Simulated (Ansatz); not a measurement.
Take a crystal in which Mg has been replaced by Ba on all its sites, with the cell rescaled by a rough guess (in some cases also distorted within its space group) and nothing relaxed:

```
Ba Te
1.0
     0.00000    3.59292    3.59292
     3.59292    0.00000    3.59292
     3.59292    3.59292    0.00000
Ba Te
1 1
Direct
  0.00000 0.00000 0.00000
  0.50000 0.50000 0.50000
```

The calculation used DFT PBE, scalar-relativistic, plane waves, PAW in Ansatz 0.2.0.

Plane waves to 420 eV, a k mesh through Γ of 8×8×8 on the computed 2-atom cell and Gaussian smearing (0.02 eV); no spin polarisation.

**Question.** Will this cell want to expand or contract, and how hard?

**Answer.** The pressure is -1.3 GPa (positive in compression), so the cell would contract.

**Question.** Is it a metal on this mesh?

**Answer.** No: the gap is 1.74 eV, the least direct gap 2.10 eV.

**Question.** What is its energy against the elements in their standard states?

**Answer.** -1.810 eV/atom at this unrelaxed geometry, with the elements in the same functional.

Spin-orbit coupling is left out, which matters for the bands of heavy elements.